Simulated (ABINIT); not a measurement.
Ti:

```
Ti
1.0
    -1.64100    1.64100    1.64100
     1.64100   -1.64100    1.64100
     1.64100    1.64100   -1.64100
Ti
1
Direct
  0.00000 0.00000 0.00000
```

This isn't the form of Ti at room conditions, which is hcp.

```yaml
Program: ABINIT 10.8.3 (patched build)
Task: single point
Functional: PBE
Potentials_or_basis: JTH PAW PBE v2.0
Cutoff: 408 eV
k_mesh: 11 × 11 × 11
Occupations: fermi-dirac, width 0.05 eV
Spin: no spin polarisation
```

On this cell: pressure -2.3 GPa; band gap on the k mesh none (metal or under the smearing width).

The same run follows on a disturbed copy (cell strained at random at fixed volume):

```xyz
1
Lattice="-1.6651 1.6614 1.5991 1.6804 -1.7051 1.6580 1.6045 1.6445 -1.6428" Properties=species:S:1:pos:R:3 pbc="T T T"
Ti    0.0349   -0.0129   -0.0109
```

What does the disturbed cell give?

The energy (extrapolated to zero smearing) moves by +2.7 meV/atom; pressure -2.3 GPa; band gap on the k mesh none (metal or under the smearing width).

Stress tensor (GPa, compression positive):
```
-2.26  1.30 -0.59
 1.30 -1.88  0.99
-0.59  0.99 -2.68
```
